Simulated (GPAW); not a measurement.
# CdTe (F-43m) in GPAW: a series of runs

Aim: see how the results for CdTe move with the level of theory and the settings. Levels: PBE, PBEsol+D3, AM05+D4, revTPSS. Tasks: equation of state, band structure.

All numbers are computed with GPAW 26.7.0; they aren't measurements. Logs are shortened: lines on timing, memory, paths and dates and some standing lists are left out, and cuts for length are marked. The log counts tension as positive stress, the text compression.

**What was measured.**

From “Multiscale insight into the Cd1-xZnxTe vibrational-mechanical properties -- High-pressure experiments and ab initio calculations”, 2023, arxiv:2306.14539, for a powder of CdTe: bulk modulus 42 ± 2 GPa.

From a printed reference work, data compilation, for a bulk crystal of CdTe at 0 K: band gap 1.607 eV.

The runs below are set against these values where they give the same quantity.

### Step 1. The structure

Symmetry: F-43m, No. 216, cubic system. The conventional cell has a = 6.410 Å, b = 6.410 Å, c = 6.410 Å, α = 90.00°, β = 90.00°, γ = 90.00°. Around Te (site symmetry -43m) lie 4 Cd at 2.78 Å. Cd (site symmetry -43m) is surrounded by 4 Te at 2.78 Å.

### Step 2. Equation of state, PBE

Input file run.py:

```python
import spglib
from ase import Atoms
from ase.eos import EquationOfState
from ase.io import Trajectory, read
from ase.units import GPa
from gpaw import GPAW, PW

atoms = read('CdTe.cif')
cell, positions, numbers = spglib.find_primitive(
    (atoms.cell[:], atoms.get_scaled_positions(), atoms.numbers), symprec=1e-4)
atoms = Atoms(numbers, cell=cell, scaled_positions=positions, pbc=True)

traj = Trajectory('eos.traj', 'w')
volumes, energies = [], []
for x in [0.94, 0.96, 0.98, 1.0, 1.02, 1.04, 1.06]:
    a = atoms.copy()
    a.set_cell(atoms.cell * x**(1 / 3), scale_atoms=True)
    calc = GPAW(mode=PW(600),
                xc='PBE',
                kpts={'size': (6, 6, 6), 'gamma': True},
                occupations={'name': 'fermi-dirac', 'width': 0.05},
                nbands=18,
                convergence={'density': 1e-05, 'energy': 1e-05},
                maxiter=150,
                txt=f'eos-{x:.2f}.txt')
    a.calc = calc
    energies.append(a.get_potential_energy(force_consistent=True))
    volumes.append(a.get_volume())
    p = -a.get_stress()[:3].mean() / GPa
    calc.write(f'eos-{x:.2f}.gpw')
    traj.write(a)
    print(f'{x:.2f} {volumes[-1]:10.4f} A^3 {energies[-1]:14.6f} eV {p:9.3f} GPa', flush=True)

v0, e0, B = EquationOfState(volumes, energies, eos='birchmurnaghan').fit()
print(f'V0 = {v0:.4f} A^3, E0 = {e0:.6f} eV, B0 = {B / GPa:.2f} GPa')
```

Input file CdTe.cif:

```cif
data_CdTe
_cell_length_a 6.41000000
_cell_length_b 6.41000000
_cell_length_c 6.41000000
_cell_angle_alpha 90.00000000
_cell_angle_beta 90.00000000
_cell_angle_gamma 90.00000000
_space_group_name_H-M_alt 'F-43m'
_space_group_name_Hall 'F -4 2 3'
_space_group_IT_number 216
loop_
_space_group_symop_operation_xyz
'x,y,z'
'y,-x,-z'
'-x,-y,z'
'-y,x,-z'
'x,-y,-z'
'y,x,z'
'-x,y,-z'
'-y,-x,z'
'z,x,y'
'-z,y,-x'
'z,-x,-y'
'-z,-y,x'
'-z,x,-y'
'z,y,x'
'-z,-x,y'
'z,-y,-x'
'y,z,x'
'-x,-z,y'
'-y,z,-x'
'x,-z,-y'
'-y,-z,x'
'x,z,y'
'y,-z,-x'
'-x,z,-y'
'x,y+1/2,z+1/2'
'y,-x+1/2,-z+1/2'
'-x,-y+1/2,z+1/2'
'-y,x+1/2,-z+1/2'
'x,-y+1/2,-z+1/2'
'y,x+1/2,z+1/2'
'-x,y+1/2,-z+1/2'
'-y,-x+1/2,z+1/2'
'z,x+1/2,y+1/2'
'-z,y+1/2,-x+1/2'
'z,-x+1/2,-y+1/2'
'-z,-y+1/2,x+1/2'
'-z,x+1/2,-y+1/2'
'z,y+1/2,x+1/2'
'-z,-x+1/2,y+1/2'
'z,-y+1/2,-x+1/2'
'y,z+1/2,x+1/2'
'-x,-z+1/2,y+1/2'
'-y,z+1/2,-x+1/2'
'x,-z+1/2,-y+1/2'
'-y,-z+1/2,x+1/2'
'x,z+1/2,y+1/2'
'y,-z+1/2,-x+1/2'
'-x,z+1/2,-y+1/2'
'x+1/2,y,z+1/2'
'y+1/2,-x,-z+1/2'
'-x+1/2,-y,z+1/2'
'-y+1/2,x,-z+1/2'
'x+1/2,-y,-z+1/2'
'y+1/2,x,z+1/2'
'-x+1/2,y,-z+1/2'
'-y+1/2,-x,z+1/2'
'z+1/2,x,y+1/2'
'-z+1/2,y,-x+1/2'
'z+1/2,-x,-y+1/2'
'-z+1/2,-y,x+1/2'
'-z+1/2,x,-y+1/2'
'z+1/2,y,x+1/2'
'-z+1/2,-x,y+1/2'
'z+1/2,-y,-x+1/2'
'y+1/2,z,x+1/2'
'-x+1/2,-z,y+1/2'
'-y+1/2,z,-x+1/2'
'x+1/2,-z,-y+1/2'
'-y+1/2,-z,x+1/2'
'x+1/2,z,y+1/2'
'y+1/2,-z,-x+1/2'
'-x+1/2,z,-y+1/2'
'x+1/2,y+1/2,z'
'y+1/2,-x+1/2,-z'
'-x+1/2,-y+1/2,z'
'-y+1/2,x+1/2,-z'
'x+1/2,-y+1/2,-z'
'y+1/2,x+1/2,z'
'-x+1/2,y+1/2,-z'
'-y+1/2,-x+1/2,z'
'z+1/2,x+1/2,y'
'-z+1/2,y+1/2,-x'
'z+1/2,-x+1/2,-y'
'-z+1/2,-y+1/2,x'
'-z+1/2,x+1/2,-y'
'z+1/2,y+1/2,x'
'-z+1/2,-x+1/2,y'
'z+1/2,-y+1/2,-x'
'y+1/2,z+1/2,x'
'-x+1/2,-z+1/2,y'
'-y+1/2,z+1/2,-x'
'x+1/2,-z+1/2,-y'
'-y+1/2,-z+1/2,x'
'x+1/2,z+1/2,y'
'y+1/2,-z+1/2,-x'
'-x+1/2,z+1/2,-y'
loop_
_atom_site_label
_atom_site_type_symbol
_atom_site_symmetry_multiplicity
_atom_site_Wyckoff_symbol
_atom_site_fract_x
_atom_site_fract_y
_atom_site_fract_z
_atom_site_occupancy
Te1 Te 4 c 0.2500000000 0.2500000000 0.2500000000 1
Cd1 Cd 4 a 0.0000000000 0.0000000000 0.0000000000 1
```

Potentials or basis: GPAW PAW data sets (gpaw-data 1.2.1), pw.

Started as:

```sh
$ OMP_NUM_THREADS=1 python run.py
```

The log of the run:

```text
__  _  _
 | _ |_)|_||  |
 |__||  | ||/\| - 26.7.0

Input parameters:
  mode=PW(ecut=600.0),
  convergence={'density': 1e-05, 'energy': 1e-05},
  kpts=MonkhorstPack(size=(6, 6, 6), gamma=True),
  maxiter=150,
  nbands=18,
  occupations=Occupations(name='fermi-dirac', width=0.05),
  xc=XC(name='PBE')

Diagonalizing LCAO Hamiltonian
Converting LCAO to pw mode

            Te

       Cd

Atoms  # Å, Bohr magnetons
|   | symbol |        x |        y |        z |    initial magnetic moments |
|---|--------|----------|----------|----------|-----------------------------|
| 0 |     Te | 1.580842 | 1.580842 | 1.580842 | ( 0.0000,  0.0000,  0.0000) |
| 1 |     Cd | 0.000000 | 0.000000 | 0.000000 | ( 0.0000,  0.0000,  0.0000) |

Unit cell  # Å
| periodic |        x |        y |        z |  lengths |    angles |
|----------|----------|----------|----------|----------|-----------|
|      yes | 0.000000 | 3.161684 | 3.161684 | 4.471296 | 60.000000 |
|      yes | 3.161684 | 0.000000 | 3.161684 | 4.471296 | 60.000000 |
|      yes | 3.161684 | 3.161684 | 0.000000 | 4.471296 | 60.000000 |

Number of symmetries: 24
Symmetry operations  # r_c * U_cc + t_c -> r_c
|    | kind |            matrix            |
|----|------|------------------------------|
|  0 |  E   |  1, 0, 0,  0, 1, 0,  0, 0, 1 |
|  1 |  σ   |  1, 0, 0,  0, 0, 1,  0, 1, 0 |
|  2 |  σ   |  1, 0,-1,  0, 1,-1,  0, 0,-1 |
|  3 |  C3  |  1, 0,-1,  0, 0,-1,  0, 1,-1 |
|  4 |  C3  |  1,-1, 0,  0,-1, 1,  0,-1, 0 |
|  5 |  σ   |  1,-1, 0,  0,-1, 0,  0,-1, 1 |
|  6 |  σ   |  0, 1, 0,  1, 0, 0,  0, 0, 1 |
|  7 |  C3  |  0, 1, 0,  0, 0, 1,  1, 0, 0 |
|  8 |  C2  |  0, 1,-1,  1, 0,-1,  0, 0,-1 |
|  9 |  S4  |  0, 1,-1,  0, 0,-1,  1, 0,-1 |
| 10 |  C3  |  0, 0, 1,  1, 0, 0,  0, 1, 0 |
| 11 |  σ   |  0, 0, 1,  0, 1, 0,  1, 0, 0 |
| 12 |  S4  |  0, 0,-1,  1, 0,-1,  0, 1,-1 |
| 13 |  C3  |  0, 0,-1,  0, 1,-1,  1, 0,-1 |
| 14 |  S4  |  0,-1, 1,  1,-1, 0,  0,-1, 0 |
| 15 |  C2  |  0,-1, 1,  0,-1, 0,  1,-1, 0 |
| 16 |  C3  |  0,-1, 0,  1,-1, 0,  0,-1, 1 |
| 17 |  S4  |  0,-1, 0,  0,-1, 1,  1,-1, 0 |
| 18 |  S4  | -1, 1, 0, -1, 0, 1, -1, 0, 0 |
| 19 |  C3  | -1, 1, 0, -1, 0, 0, -1, 0, 1 |
| 20 |  C3  | -1, 0, 1, -1, 1, 0, -1, 0, 0 |
| 21 |  S4  | -1, 0, 1, -1, 0, 0, -1, 1, 0 |
| 22 |  σ   | -1, 0, 0, -1, 1, 0, -1, 0, 1 |
| 23 |  C2  | -1, 0, 0, -1, 0, 1, -1, 1, 0 |

BZ-sampling:
  Number of BZ points: 216
  Number of IBZ points: 16

  Monkhorst-Pack size: [6, 6, 6]
  Monkhorst-Pack shift: [0.08333333333333333, 0.08333333333333333, 0.08333333333333333]

K-points  # in reciprocal-cell coordinates
|     |                                coordinates |     weight |
|-----|--------------------------------------------|------------|
|   0 | (  0.00000000,   0.00000000,   0.00000000) | 0.00462963 |
|   1 | (  0.16666667,   0.16666667,   0.00000000) | 0.02777778 |
|   2 | (  0.16666667,   0.16666667,   0.16666667) | 0.03703704 |
|   3 | (  0.33333333,   0.16666667,   0.16666667) | 0.05555556 |
|   4 | (  0.33333333,   0.33333333,  -0.33333333) | 0.05555556 |
|   5 | (  0.33333333,   0.33333333,   0.00000000) | 0.02777778 |
|   6 | (  0.33333333,   0.33333333,   0.16666667) | 0.11111111 |
|   7 | (  0.33333333,   0.33333333,   0.33333333) | 0.03703704 |
|   8 | (  0.50000000,   0.33333333,  -0.33333333) | 0.11111111 |
|   9 | (  0.50000000,   0.33333333,  -0.16666667) | 0.05555556 |
| ... |                                            |            |
|  15 | (  0.50000000,   0.50000000,   0.50000000) | 0.01851852 |

Plane wave coefficients: 2126
Cutoff: 600.0 eV

Spin-components: 1 (collinear spins)
Bands:           18
Projectors:      11
Spin-degeneracy: 2
Datatype:        complex128

Parallelization:
  kpt:    1
  domain: 1
  band:   1

Density:
  Valence electrons: 18.0
  Components: 1
  Grid points: [27 27 27]
  Charge: 0.0  # |e|

Potential:
  Grid points: [27 27 27]

species:
  Te:
    name:    Tellurium
    Z:       52.0
    valence: 6
    core:    46
    charge:  0.0  # [|e|]
    compensation charges:
      type: gauss
      rc: 0.36  # [Å]
      lmax: 2
    cutoffs:
      filter: 2.09  # [Å]
      core: 3.17  # [Å]
    projectors
    | kind |    occ | energy [eV] | rcut [Å] |
    |------|--------|-------------|----------|
    |   5s |  2.000 |     -15.089 |    1.180 |
    |   5p |  4.000 |      -5.955 |    1.196 |
    |    s |        |      12.123 |    1.180 |
    |    p |        |      21.256 |    1.196 |
    |    d |        |       0.000 |    1.238 |

    Using partial waves for Te as LCAO basis

  Cd:
    name:    Cadmium
    Z:       48.0
    valence: 12
    core:    36
    charge:  0.0  # [|e|]
    compensation charges:
      type: gauss
      rc: 0.38  # [Å]
      lmax: 2
    cutoffs:
      filter: 2.12  # [Å]
      core: 2.62  # [Å]
    projectors
    | kind |    occ | energy [eV] | rcut [Å] |
    |------|--------|-------------|----------|
    |   5s |  2.000 |      -5.655 |    1.191 |
    |   5p |  0.000 |      -1.186 |    1.228 |
    |   4d | 10.000 |     -11.739 |    1.164 |
    |    s |        |      21.556 |    1.191 |
    |    p |        |      26.026 |    1.228 |
    |    d |        |      15.473 |    1.164 |

    Using partial waves for Cd as LCAO basis

Reference energy: -336963.801770  # eV

eigensolver:
  PPCG
  Converge bands: occupied
  niter=2

density mixing:
  MSR1-Mixer
  Pratt-step length: 0.05
  Maximum mixing coefficient: 0.75
  Old densities: 10
  SVD Regularization: 0.005
  Good broyden scale: 1.0
  Trust region scale: 1.0
  Backstep threshold: 4.0
  History deletion threshold: 6.0
  Fourier metric: weight=20.0, sigma=0.015

occupation numbers:
  Fermi-Dirac:
    width: 0.0500  # eV

poisson solver:
  ecut: 4800.0  # eV

xc functional:
  name: PBE with 2 nearest neighbor stencil

convergence criteria:
[... 6 lines left out ...]
|iter     | |      energy | eigst |  dens |
|---------|-|-------------|-------|-------|
|iter:   1| |   -5.137862 | -0.32 |       |
|iter:   2| |   -5.094887 | -2.34 | -1.25 |
|iter:   3| |   -4.927308 | -1.76 | -1.30 |
|iter:   4| |   -4.925816 | -3.25 | -1.76 |
|iter:   5| |   -4.925477 | -3.76 | -2.20 |
|iter:   6| |   -4.925517 | -5.38 | -2.90 |
|iter:   7| |   -4.925521c| -6.67 | -3.57 |
|iter:   8| |   -4.925521c| -7.80c| -4.33 |
|iter:   9| |   -4.925521c| -8.49c| -5.38c|

Converged in 9 steps
Energy contributions relative to reference atoms: (reference = -336963.801770)

Energy contributions:
  Kinetic:          25.834611
  Coulomb:         -23.029016
  Zero:              0.255751
  External:          0.000000
  Xc:               -7.986866
  Entropy:          -0.000001
  Spinorbit:         0.000000
  ----------------------------
  Free energy:      -4.925521
  Extrapolated:     -4.925521

dipole moment: (-25.587227, -25.587227, -25.587227)  # |e|*Ang

Fermi level: 5.074
Eigenvalues  # (at kpt = [0.000, 0.000, 0.000])
| band index |      eig [eV] | occ [0-2] |
|------------|---------------|-----------|
|          0 |        -7.066 |     2.000 |
|          1 |        -3.979 |     2.000 |
|          2 |        -3.979 |     2.000 |
|          3 |        -3.979 |     2.000 |
|          4 |        -3.658 |     2.000 |
|          5 |        -3.658 |     2.000 |
[... 10 lines left out ...]
|         16 |        14.645 |     0.000 |
|         17 |        14.645 |     0.000 |

Gap: 0.996 eV
Transition (v -> c):
  (s=0, k=0, n=8, [0.00, 0.00, 0.00]) -> (s=0, k=0, n=9, [0.00, 0.00, 0.00])
No difference between direct/indirect transitions

Stress tensor  # eV/Ang^3
|         x |         y |         z |
|-----------|-----------|-----------|
| -0.038692 | -0.000000 |  0.000000 |
| -0.000000 | -0.038692 |  0.000000 |
|  0.000000 |  0.000000 | -0.038692 |

# Writing to eos-0.96.gpw (mode='')
```

Wall time 45 s (1 thread of AMD EPYC 9R45 (Zen 5), shared host); peak memory 0.28 GiB.

Results:

- Equilibrium volume: 35.93 Å³/atom (rough: see the caveat)
- Bulk modulus: 36 GPa (rough)

Energy against volume, from the lowest point:
```tsv
volume (Å³/atom)	energy (meV/atom)
30.947	98.96
31.605	70.63
32.263	47.71
32.922	29.66
33.580	15.98
34.239	6.23
34.897	0.00
```

Caveat: the minimum lies outside the volumes run.

### Step 3. Equation of state, PBEsol+D3

Input file run.py:

```python
from ase.calculators.mixing import SumCalculator
from ase.eos import EquationOfState
from ase.io import Trajectory, read
from ase.units import GPa
from dftd3.ase import DFTD3
from gpaw import GPAW, PW, setup_paths

setup_paths.insert(0, '.')

atoms = read('POSCAR')

traj = Trajectory('eos.traj', 'w')
volumes, energies = [], []
for x in [0.94, 0.96, 0.98, 1.0, 1.02, 1.04, 1.06]:
    a = atoms.copy()
    a.set_cell(atoms.cell * x**(1 / 3), scale_atoms=True)
    calc = GPAW(mode=PW(600),
                xc='PBEsol',
                kpts={'size': (6, 6, 6), 'gamma': True},
                occupations={'name': 'fermi-dirac', 'width': 0.05},
                nbands=18,
                convergence={'density': 1e-05, 'energy': 1e-05},
                maxiter=150,
                txt=f'eos-{x:.2f}.txt')
    a.calc = SumCalculator([calc, DFTD3(method='pbesol', damping='d3zero')])
    energies.append(a.get_potential_energy())
    volumes.append(a.get_volume())
    p = -a.get_stress()[:3].mean() / GPa
    calc.write(f'eos-{x:.2f}.gpw')
    traj.write(a)
    print(f'{x:.2f} {volumes[-1]:10.4f} A^3 {energies[-1]:14.6f} eV {p:9.3f} GPa', flush=True)

v0, e0, B = EquationOfState(volumes, energies, eos='birchmurnaghan').fit()
print(f'V0 = {v0:.4f} A^3, E0 = {e0:.6f} eV, B0 = {B / GPa:.2f} GPa')
```

Input file POSCAR:

```
CdTe
1.0
    0.0000000000      3.2050000000      3.2050000000
    3.2050000000      0.0000000000      3.2050000000
    3.2050000000      3.2050000000      0.0000000000
Te Cd
1 1
Direct
    0.7500000000      0.7500000000      0.7500000000
    0.0000000000      0.0000000000      0.0000000000
```

Potentials or basis: PAW data sets generated in the run's folder for this functional, pw.

Started as:

```sh
$ gpaw-setup -f PBEsol Cd Te
$ OMP_NUM_THREADS=1 python run.py
```

Wall time 50 s (1 thread of AMD EPYC 9R45 (Zen 5), shared host); peak memory 0.28 GiB.

Results (log left out):

```yaml
Equilibrium_volume: 32.83 Å³/atom
Bulk_modulus: 46 GPa
Pressure_derivative_of_the_bulk_modulus: 4.9
```

Energy against volume, from the lowest point:
```csv
volume (Å³/atom),energy (meV/atom)
30.947,17.36
31.605,7.01
32.263,1.40
32.922,0.00
33.580,2.34
34.239,8.00
34.897,16.60
```

### Step 4. Equation of state, AM05+D4

Changes to run.py since step 3:

```diff
@@ -2,5 +2,6 @@
 from ase.eos import EquationOfState
-from ase.io import Trajectory, read
+from ase.io import Trajectory
+from ase.spacegroup import crystal
 from ase.units import GPa
-from dftd3.ase import DFTD3
+from dftd4.ase import DFTD4
 from gpaw import GPAW, PW, setup_paths
@@ -9,3 +10,10 @@
 
-atoms = read('POSCAR')
+# Te 4c
+# Cd 4a
+atoms = crystal(['Te', 'Cd'],
+                basis=[[0.25, 0.25, 0.25],
+                       [0.0, 0.0, 0.0]],
+                spacegroup=216, setting=1,  # F-43m
+                cellpar=[6.41, 6.41, 6.41, 90.0, 90.0, 90.0],
+                primitive_cell=True)
 
@@ -17,3 +25,3 @@
     calc = GPAW(mode=PW(600),
-                xc='PBEsol',
+                xc='AM05',
                 kpts={'size': (6, 6, 6), 'gamma': True},
@@ -24,3 +32,3 @@
                 txt=f'eos-{x:.2f}.txt')
-    a.calc = SumCalculator([calc, DFTD3(method='pbesol', damping='d3zero')])
+    a.calc = SumCalculator([calc, DFTD4(method='am05')])
     energies.append(a.get_potential_energy())
```

Started as:

```sh
$ gpaw-setup -f AM05 Cd Te
$ OMP_NUM_THREADS=1 python run.py
```

Run time: 57 s. Hardware: 1 thread of AMD EPYC 9R45 (Zen 5), shared host; peak memory 0.28 GiB.

Results (log left out):

```yaml
Equilibrium_volume: 33.49 Å³/atom
Bulk_modulus: 42 GPa
Pressure_derivative_of_the_bulk_modulus: 4.8
```

Energy against volume, from the lowest point:
```csv
volume (Å³/atom),energy (meV/atom)
30.947,29.74
31.605,15.68
32.263,6.37
32.922,1.29
33.580,0.00
34.239,2.06
34.897,7.12
```

The run has no spin-orbit coupling, so splittings on Te are missing.

(Part 1 of 2 ends here.)
